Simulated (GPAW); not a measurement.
The system is TiTe2.

```
Te Ti
1.0
     3.77700    0.00000    0.00000
    -1.88850    3.27098    0.00000
     0.00000    0.00000    6.49800
Te Ti
2 1
Direct
  0.33333 0.66667 0.73720
  0.66667 0.33333 0.26280
  0.00000 0.00000 0.00000
```

```yaml
Program: GPAW 26.7.0
Task: relaxation of cell and atoms
Functional: OLYP
Potentials_or_basis: PAW data sets generated in the run's folder for this functional
Cutoff: 600 eV
Basis: pw
k_mesh: 6 × 6 × 3
Occupations: fermi-dirac, width 0.05 eV
Spin: no spin polarisation
```

At the start: pressure 1.2 GPa; volume 26.76 Å³/atom.

**Question.** How do energy, volume and symmetry change on relaxing?

**Answer.** Over 13 steps the energy falls by 99.6 meV/atom and the volume is 38.20 Å³/atom (+42.7 %); space group P-3m1 (No. 164, to 0.05 Å).

Step by step:
```csv
step,energy change (eV),largest force (eV/Å),pressure (GPa),volume (Å³)
1,0.0000,0.2391,1.18,80.28
2,-0.0036,0.2333,1.13,80.51
3,-0.0791,0.0578,-0.07,88.61
4,-0.0911,0.0020,-0.30,91.54
5,-0.1031,0.0506,-0.45,94.46
6,-0.1268,0.1438,-0.61,99.56
7,-0.1608,0.2206,-0.61,104.31
8,-0.2256,0.2540,-0.37,109.33
9,-0.2877,0.1248,-0.02,111.93
10,-0.2968,0.0040,0.11,112.88
11,-0.2973,0.0129,0.10,113.24
12,-0.2982,0.0163,0.06,113.99
13,-0.2988,0.0106,0.03,114.59
```

Final structure:
```
Te Ti
1.0
     3.80507    0.00000    0.00000
    -1.90253    3.29529    0.00000
     0.00000    0.00000    9.13924
Te Ti
2 1
Cartesian
  0.0000 2.1969 7.4303
  1.9025 1.0984 1.7090
  0.0000 0.0000 0.0000
```

Caveat: later steps reuse the first step's grids; the volume moved by over 15 % at a fixed basis, so the end points are rough; this functional lacks dispersion, which binds the layers, so the pressure and a relaxed spacing across them are unreliable, and here the layers came unbound; the volume moved by +43 % from the deposited cell, more than functionals usually miss.
